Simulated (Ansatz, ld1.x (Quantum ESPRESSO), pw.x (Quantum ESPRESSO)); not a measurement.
Hf (Z = 72): one change to the TM potential, in the atom and in the diamond crystal

```json
{
 "Element": "hafnium (Hf)",
 "Generator": "ld1.x (Quantum ESPRESSO) 7.5",
 "Type": "norm-conserving Troullier–Martins (Kleinman–Bylander form)",
 "Functional": "PBE",
 "Relativity": "scalar-relativistic",
 "Frozen core": "[Xe] 4f14",
 "Valence charge": "4",
 "Reference configuration": "5d2 6s1.75 6p0.25",
 "Partial waves": "6s (bound): rc 2.45 bohr; 5d (bound): rc 2.10 bohr; 6p (bound): rc 4.05 bohr",
 "Local potential": "the p channel",
 "Core correction": "none"
}
```

Change: reference 5d2 6s2 6p0.

Cutoffs, loose and tight: the cutoffs (Ry, on a coarse ladder) from which the occupation-weighted sum of valence levels, in a spherical-Bessel basis at the reference potential, stays within 10 and 1 mRy of its value at 400 Ry. They do not see the model core or the augmentation charge, which bear on the density cutoff. Test errors are all-electron minus pseudo excitation energies from the reference, over the configurations 5d2 6s2 6p0; 5d2 6s1 6p0; 5d2 6s0 6p0; 5d2 6s1 6p1; 5d2 6s1.5 6p0; 5d1 6s2 6p1; 5d2.5 6s1.5 6p0; variants that change the core or the reference have their own tests.

Crystal test: diamond Hf in pw.x 7.5, no spin, 8³ k-points, Fermi–Dirac smearing 0.01 Ry, cutoffs set for each file from its atomic test. The reference is all-electron LAPW (Ansatz 0.2.0) with the same functional, mesh and smearing; V0 and B0 come from Birch–Murnaghan fits to the pressures at five volumes. Errors are pseudo minus all-electron; Δ is the rms difference of the E(V) curves that follow from these fits, minima aligned, over ±6 % about the mean V0. Mesh and smearing are coarse, so the numbers serve the comparison and aren't converged zero-temperature values; the lattice is a test structure that the element need not adopt.

All-electron: a0 = 6.558 Å (V0 = 35.25 Å³/atom), B0 = 29.4 GPa.

Does the change bring the crystal closer to the all-electron result?

The mean pressure error goes from +4.14 to +4.01 GPa, a small move against the size of the error. Neither pressure curve crosses zero within the volumes sampled, so no fits are given.

```csv
quantity,base,changed
outcome (atom),generated,generated
"cutoff, loose (atom)",25 Ry,25 Ry
"cutoff, tight (atom)",30 Ry,30 Ry
bound ghosts (atom),none,none
largest test error (meV) (atom),+95,+91 over the solved tests; 1 of 7 tests not solved or not reliable
cutoffs in pw.x (Ry),40/160,40/160
mean pressure error (GPa),+4.14,+4.01
```

Base: The largest radius (4.05 bohr) exceeds half the bond length (2.68 bohr), so the spheres overlap, which is one possible source of error among others. This is a poor potential for the solid. Changed file: The largest radius (4.05 bohr) exceeds half the bond length (2.68 bohr), so the spheres overlap, which is one possible source of error among others. This is a poor potential for the solid. Atomic configuration tests: 1 of 7 tests not solved or not reliable.
